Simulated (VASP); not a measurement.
A run of VASP 6.6.1 is set up as follows.

File POSCAR:

```
HfO2
1.0
    5.0762300000      0.0000000000     -0.0024800000
    0.0000000000      5.1542900000      0.0000000000
   -0.8756500000      0.0000000000      5.1713200000
Hf O
4 8
Direct
    0.2773100000      0.4573000000      0.7076600000
    0.7226900000      0.9573000000      0.7923400000
    0.7226900000      0.5427000000      0.2923400000
    0.2773100000      0.0427000000      0.2076600000
    0.4470700000      0.7418200000      0.9808000000
    0.5529300000      0.2418200000      0.5192000000
    0.5529300000      0.2581800000      0.0192000000
    0.4470700000      0.7581800000      0.4808000000
    0.0711500000      0.3371800000      0.3408000000
    0.9288500000      0.8371800000      0.1592000000
    0.9288500000      0.6628200000      0.6592000000
    0.0711500000      0.1628200000      0.8408000000
```

The input INCAR.step1:

```
PREC     = Accurate       # precision mode
ENCUT    = 520            # plane-wave cutoff, eV
EDIFF    = 1E-5           # SCF threshold, eV
ISMEAR   = 0              # smearing method
SIGMA    = 0.02           # smearing width, eV
LREAL    = False          # projectors in reciprocal space
LASPH    = True           # aspherical terms in the spheres
NELM     = 80             # most SCF steps
ALGO     = Normal         # electronic algorithm
ISIF     = 2              # what is computed and relaxed
LWAVE    = True           # write WAVECAR
LCHARG   = False          # write CHGCAR
LMAXMIX  = 4              # l up to which the mixer works
NBANDS   = 56             # bands
GGA      = PE             # functional
```

Contents of INCAR.step2:

```
PREC     = Accurate       # precision mode
ENCUT    = 520            # plane-wave cutoff, eV
EDIFF    = 1E-7           # SCF threshold, eV
ISMEAR   = 0              # smearing method
SIGMA    = 0.02           # smearing width, eV
LREAL    = False          # projectors in reciprocal space
LASPH    = True           # aspherical terms in the spheres
NELM     = 80             # most SCF steps
ALGO     = Normal         # electronic algorithm
ISIF     = 2              # what is computed and relaxed
LWAVE    = False          # write WAVECAR
LCHARG   = False          # write CHGCAR
LMAXMIX  = 4              # l up to which the mixer works
METAGGA  = MBJ            # meta-GGA
NBANDS   = 56             # bands
ISTART   = 1
```

The input KPOINTS:

```
Automatic mesh
0
Gamma
  4 4 4
```

KPOINTS_OPT

```
path GYHCEM1AXH1,MDZ,YD
20
line-mode
reciprocal
 0.0000000000  0.0000000000  0.0000000000  G
 0.0000000000  0.0000000000  0.5000000000  Y

 0.0000000000  0.0000000000  0.5000000000  Y
-0.4310603737  0.0000000000  0.5745724644  H

-0.4310603737  0.0000000000  0.5745724644  H
-0.5000000000  0.0000000000  0.5000000000  C

-0.5000000000  0.0000000000  0.5000000000  C
-0.5000000000  0.5000000000  0.5000000000  E

-0.5000000000  0.5000000000  0.5000000000  E
-0.5689396263  0.5000000000  0.4254275356  M1

-0.5689396263  0.5000000000  0.4254275356  M1
-0.5000000000  0.5000000000  0.0000000000  A

-0.5000000000  0.5000000000  0.0000000000  A
-0.5000000000  0.0000000000  0.0000000000  X

-0.5000000000  0.0000000000  0.0000000000  X
-0.5689396263  0.0000000000  0.4254275356  H1

-0.4310603737  0.5000000000  0.5745724644  M
 0.0000000000  0.5000000000  0.5000000000  D

 0.0000000000  0.5000000000  0.5000000000  D
 0.0000000000  0.5000000000  0.0000000000  Z

 0.0000000000  0.0000000000  0.5000000000  Y
 0.0000000000  0.5000000000  0.5000000000  D
```

Potentials or basis: VASP PAW PBE potentials, release 64 (Hf_pv, O).

The run is started by

```bash
$ cat potpaw_PBE.64/Hf_pv/POTCAR potpaw_PBE.64/O/POTCAR > POTCAR
$ cp INCAR.step1 INCAR
$ mpirun -np 1 vasp_std > vasp.out
$ cp INCAR.step2 INCAR
$ mpirun -np 1 vasp_std > vasp.out
```

(1) Estimate the band gap on the k mesh.

(2) Estimate the band gap along the path.

## Answers

(1) 5.69 eV, indirect (least direct gap 5.75 eV).

(2) 5.69 eV, indirect (least direct gap 5.75 eV).

Caveat: spin-orbit coupling is left out, which moves the levels of the heavy elements.

**The experiment to reproduce.**

“Temperature dependence of self-trapped exciton luminescence in nanostructured hafnia powder”, 2021, arxiv:2112.02602 quotes, for a bulk crystal of HfO2: band gap 5.54 eV (indirect).

Measured gap of HfO2: 5.54 eV (indirect; quoted in “Temperature dependence of self-trapped exciton luminescence in nanostructured hafnia powder”, 2021, arxiv:2112.02602). This calculation gives 5.69 eV (+0.15 eV). Spin-orbit coupling on Hf is left out. The value is that of TB-mBJ, without temperature or zero-point motion. The cell is a database's relaxed one, not the measured one, which moves gaps too.
